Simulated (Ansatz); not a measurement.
# CuSbS2 (Chalcostibite): properties at the relaxed cell

The task here is to estimate one member of a computed series from the others.

Computed with Ansatz 0.2.0 (DFT PBE+D3(BJ), scalar-relativistic, plane waves, PAW, unless a step's input says otherwise).

## Starting point

The structure is orthorhombic, space group Pnma (No. 62). Conventional cell: a = 6.023 Å, b = 3.767 Å, c = 14.193 Å, α = 90.00°, β = 90.00°, γ = 90.00°. Cu (site symmetry m) is surrounded by 4 S at 2.26 to 2.30 Å. Around Sb (site symmetry m) lie 3 S at 2.48 to 2.59 Å. Around S (site symmetry m) lie 2 Cu at 2.30 Å and 1 Sb at 2.48 Å. S (site symmetry m) has 2 Cu at 2.26 to 2.27 Å and 2 Sb at 2.59 Å as nearest neighbours.

Structure file:

```xyz
16
Lattice="6.0231 0.0000 0.0000 0.0000 3.7669 0.0000 0.0000 0.0000 14.1935" Properties=species:S:1:pos:R:3 pbc="T T T"
Cu    4.5034    2.8252    2.4479
Cu    4.5312    0.9417    9.5446
Cu    1.4919    2.8252    4.6489
Cu    1.5197    0.9417   11.7456
Sb    1.3368    0.9417    0.8316
Sb    1.6748    2.8252    7.9283
Sb    4.3483    0.9417    6.2652
Sb    4.6863    2.8252   13.3619
S     3.7574    0.9417    1.3617
S     5.2772    2.8252    8.4584
S     0.7459    0.9417    5.7350
S     2.2657    2.8252   12.8318
S     0.7477    2.8252    2.5107
S     2.2639    0.9417    9.6074
S     3.7592    2.8252    4.5861
S     5.2754    0.9417   11.6828
```

This cell was relaxed beforehand with the same method: volume 20.13 Å³/atom, gap on the mesh 0.69 eV.

The first run:

File input.yaml:

```yaml
crystal:
  lattice:
    - [6.023113246, 0.0, 0.0]
    - [0.0, 3.7668856189, 0.0]
    - [0.0, 0.0, 14.1934847525]
  atoms:
    - { symbol: Cu, position: [0.7476926721, 0.75, 0.1724652997] }
    - { symbol: Cu, position: [0.7523073279, 0.25, 0.6724652997] }
    - { symbol: Cu, position: [0.2476926721, 0.75, 0.3275347003] }
    - { symbol: Cu, position: [0.2523073279, 0.25, 0.8275347003] }
    - { symbol: Sb, position: [0.2219408576, 0.25, 0.0585883325] }
    - { symbol: Sb, position: [0.2780591424, 0.75, 0.5585883325] }
    - { symbol: Sb, position: [0.7219408576, 0.25, 0.4414116675] }
    - { symbol: Sb, position: [0.7780591424, 0.75, 0.9414116675] }
    - { symbol: S, position: [0.6238340699, 0.25, 0.0959388408] }
    - { symbol: S, position: [0.8761659301, 0.75, 0.5959388408] }
    - { symbol: S, position: [0.1238340699, 0.25, 0.4040611592] }
    - { symbol: S, position: [0.3761659301, 0.75, 0.9040611592] }
    - { symbol: S, position: [0.1241333664, 0.75, 0.1768889074] }
    - { symbol: S, position: [0.3758666336, 0.25, 0.6768889074] }
    - { symbol: S, position: [0.6241333664, 0.75, 0.3231110926] }
    - { symbol: S, position: [0.8758666336, 0.25, 0.8231110926] }
basis:
  ecutwfc: 420
kpoints:
  mp_grid: { grid: [6, 8, 2] }
hamiltonian:
  xc: pbesol
scf:
  occupations: { method: gaussian, width: 0.02 }
output:
  forces: true
  stress: true
  eigenvalues: true
relax:
  adjacent_minimum: "off"
  f_tol: 0.005
  max_steps: 50
  cell: { stress_tol: 0.05 }
```

Launch:

```bash
$ ansatz run input.yaml --threads 8 --pin off --max-ram 22528MiB --backend cpu --events-out ev --progress --plain --runs-dir out
```

Steps of the session up to this table: The cell under PBEsol; The cell under PBE; Relaxing with LDA; Relaxing with r2SCAN.

One table of the session follows, with a row left open; its other results are not shown here.

| functional | a (Å) | b (Å) | c (Å) | volume (Å³/atom) | gap on the mesh (eV) |
| --- | --- | --- | --- | --- | --- |
| PBE+D3(BJ) | 6.023 | 3.767 | 14.193 | 20.13 | 0.69 |
| PBEsol | ? | ? | ? | ? | ? |
| PBE | 6.140 | 3.833 | 14.502 | 21.33 | 0.79 |
| LDA | 5.960 | 3.729 | 14.013 | 19.46 | 0.61 |
| r2SCAN | 6.083 | 3.792 | 14.559 | 20.99 | 0.96 |

Estimate the missing values for PBEsol.

**Answer.** a (Å): 6.013; b (Å): 3.764; c (Å): 14.133; volume (Å³/atom): 19.99; gap on the mesh (eV): 0.63. In the column «a (Å)» it lies between LDA (5.960) and PBE+D3(BJ) (6.023).

The volumes rise in the order LDA, PBEsol, PBE+D3(BJ), r2SCAN, PBE, over 9.6 %. r2SCAN comes nearest to the reported cell (+1.4 %). These runs have no spin-orbit coupling; with Sb it would split and shift bands.
